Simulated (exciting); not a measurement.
# Li (Fm-3m) in exciting: equation of state, part 2 of 2

exciting (release sodium). The steps go on from the part before.

### 7 Equation of state, PBE, 22.64 Å³/atom (volume scaled by 1.06)

File input.xml:

```xml
<input>
  <title>Li</title>
  <structure speciespath="./" tshift="false">
    <crystal scale="1">
      <basevect>0.000000000000 4.242789350601 4.242789350601</basevect>
      <basevect>4.242789350601 0.000000000000 4.242789350601</basevect>
      <basevect>4.242789350601 4.242789350601 0.000000000000</basevect>
    </crystal>
    <species speciesfile="Li.xml" rmt="1.7">
      <atom coord="0.000000000000 0.000000000000 0.000000000000"/>
    </species>
  </structure>
  <groundstate do="fromscratch" ngridk="10 10 10" rgkmax="7" gmaxvr="14" lmaxapw="10" lmaxmat="10" lmaxvr="8" xctype="GGA_PBE" stype="Fermi Dirac" swidth="0.00183747" nempty="8" ValenceRelativity="zora" epsengy="1e-05" epspot="1e-05" maxscl="60" outputlevel="normal"/>
</input>
```

Potentials or basis: all-electron LAPW+lo, shipped species files, valence relativity zora.

The run is started by

```bash
OMP_NUM_THREADS=1 exciting_smp
```

INFO.OUT:

```text
================================================================================
EXCITING SODIUM started
[... 10 lines left out ...]

 Lattice vectors (cartesian) :
      0.0000000000      4.2427893506      4.2427893506
      4.2427893506      0.0000000000      4.2427893506
      4.2427893506      4.2427893506      0.0000000000

 Reciprocal lattice vectors (cartesian) :
     -0.7404545439      0.7404545439      0.7404545439
      0.7404545439     -0.7404545439      0.7404545439
      0.7404545439      0.7404545439     -0.7404545439

 Unit cell volume                           :     152.7511209549
 Brillouin zone volume                      :       1.6238847341

 Species :    1 (Li)
     parameters loaded from                 :    Li.xml
     name                                   :    lithium
     nuclear charge                         :      -3.00000000
     electronic charge                      :       3.00000000
     atomic mass                            :   12652.66897000
     muffin-tin radius                      :       1.70000000
     # of radial points in muffin-tin       :     250

     atomic positions (lattice) :
       1 :   0.00000000  0.00000000  0.00000000

 Total number of atoms per unit cell        :       1

 Spin treatment                             :    spin-unpolarised

 Number of Bravais lattice symmetries       :      48
 Number of crystal symmetries               :      48

 k-point grid                               :      10   10   10
 Total number of k-points                   :      47
 k-point set is reduced with crystal symmetries

 R^MT_min * |G+k|_max (rgkmax)              :       7.00000000
 Species with R^MT_min                      :       1 (Li)
 Maximum |G+k| for APW functions            :       4.11764706
 Maximum |G| for potential and density      :      14.00000000

 G-vector grid sizes                        :      27    27    27
 Total number of G-vectors                  :    7119

 Maximum angular momentum used for
     APW functions                          :      10
     computing H and O matrix elements      :      10
     potential and density                  :       8
     inner part of muffin-tin               :       2

 Total nuclear charge                       :      -3.00000000
 Total electronic charge                    :       3.00000000
 Total core charge                          :       0.00000000
 Total valence charge                       :       3.00000000

 Number of empty states                     :       8
 Total number of valence states             :      10

 Maximum Hamiltonian size                   :     192
 Maximum number of plane-waves              :     190
 Total number of local-orbitals             :       2

 Exchange-correlation type                  :      20
[... 23 lines left out ...]
+ SCF iteration number :    1                                                  +
++++++++++++++++++++++++++++++++++++++++++++++++++++++++++++++++++++++++++++++++
 Total energy                               :        -7.54081570
 _______________________________________________________________
 Fermi energy                               :         0.00506543
 Kinetic energy                             :         7.45064104
 Coulomb energy                             :       -13.13110293
 Exchange energy                            :        -1.78167214
 Correlation energy                         :        -0.07868167

 DOS at Fermi energy (states/Ha/cell)       :        15.64303966

 Electron charges :
     core                                   :         0.00000000
     core leakage                           :         0.00000000
     valence                                :         3.00000000
     interstitial                           :         0.92776610
     charge in muffin-tin spheres :
                  atom     1    Li          :         2.07223390
     total charge in muffin-tins            :         2.07223390
     total charge                           :         3.00000000
[... 230 lines left out ...]
 Electron charges :
     core                                   :         0.00000000
     core leakage                           :         0.00000000
     valence                                :         3.00000000
     interstitial                           :         0.92807243
     charge in muffin-tin spheres :
                  atom     1    Li          :         2.07192757
     total charge in muffin-tins            :         2.07192757
     total charge                           :         3.00000000

 RMS change in effective potential (target) :  0.562627E-07  ( 0.100000E-04)
 Absolute change in total energy   (target) :  0.491521E-07  ( 0.100000E-04)
 Charge distance                   (target) :  0.376800E-08  ( 0.100000E-04)

++++++++++++++++++++++++++++++++++++++++++++++++++++++++++++++++++++++++++++++++
| Convergency criteria checked for the last 2 iterations                       +
| Convergence targets achieved. Performing final SCF iteration                 +
++++++++++++++++++++++++++++++++++++++++++++++++++++++++++++++++++++++++++++++++
 Total energy                               :        -7.52184936
 _______________________________________________________________
 Fermi energy                               :         0.00481700
 Kinetic energy                             :         7.44496904
 Coulomb energy                             :       -13.10947448
 Exchange energy                            :        -1.77868727
 Correlation energy                         :        -0.07865665

 DOS at Fermi energy (states/Ha/cell)       :        15.66626564

 Electron charges :
     core                                   :         0.00000000
     core leakage                           :         0.00000000
     valence                                :         3.00000000
     interstitial                           :         0.92807243
     charge in muffin-tin spheres :
                  atom     1    Li          :         2.07192757
     total charge in muffin-tins            :         2.07192757
     total charge                           :         3.00000000

++++++++++++++++++++++++++++++++++++++++++++++++++++++++++++++++++++++++++++++++
[... 12 lines left out ...]
| EXCITING SODIUM stopped                                                      =
================================================================================
```

WARNINGS.OUT:

```text
Inversion symmetry is present. Consider using input%groundstate%solver%type = "inversionsymmetry"
```

Wall time 14 s (1 thread of Arm Neoverse V1, shared host); peak memory 0.1 GiB.

What came out:

```yaml
Free_energy: -204.6846 eV
Band_gap_on_the_k_mesh: none (metal or under the smearing width)
All_electrons_inside_the_program's_atomic_spheres: Li 2.07 (radii Li 1.7 bohr)
```

Caveat: the log's total energy holds no entropy term; the free energy is that total less TS from the occupations.

### 8 Equation of state, PBE

Potentials or basis: all-electron LAPW+lo, shipped species files, valence relativity zora.

No new run: the results of the series are fitted here.

What came out:

```yaml
Equilibrium_volume: 20.25 Å³/atom
Bulk_modulus: 13.7 GPa
Pressure_derivative_of_the_bulk_modulus: "3.2 (rough: it moves with the points fitted)"
```

Energy against volume, from the lowest point:
| volume (Å³/atom) | energy (meV/atom) |
| --- | --- |
| 20.073 | 0.00 |
| 20.500 | 0.06 |
| 20.927 | 0.88 |
| 21.354 | 2.32 |
| 21.781 | 4.42 |
| 22.635 | 10.19 |
